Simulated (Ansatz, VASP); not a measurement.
**KI in VASP and in Ansatz**

```
K I
1.0
     0.00000    3.47190    3.56257
     3.47190    0.00000    3.56257
     3.47190    3.47190    0.00000
K I
1 1
Direct
  0.00000 0.00000 0.00000
  0.50000 0.50000 0.50000
```

Change from the starting cell: epitaxial_xy strain -2.0%.

Alike in both runs: task single point; functional PBE; k mesh 6 × 6 × 6; occupations fermi-dirac, width 0.02 eV; no spin polarisation.

|  | VASP | Ansatz |
| --- | --- | --- |
| version | VASP 6.6.1 | Ansatz 0.2.0 |
| potentials or method | VASP PAW PBE potentials, release 64 (K_sv, I) | plane waves, PAW |
| plane-wave cutoff (eV) | 520 | 420 |
| valence electrons in the cell | 16 | 26 |

|  | VASP | Ansatz | Ansatz less VASP |
| --- | --- | --- | --- |
| gap on the k mesh at the Fermi level (eV) | 4.02 | 4.03 | +0.005 |
| pressure (GPa) | 1.0 | 1.0 | -0.04 |
| largest component of the traceless stress (GPa) | 0.50 | 0.50 | -0.006 |

The two sets of potentials don't hold the same shells in valence.

Caveats: spin-orbit coupling is left out, which moves the levels of the heavy elements.
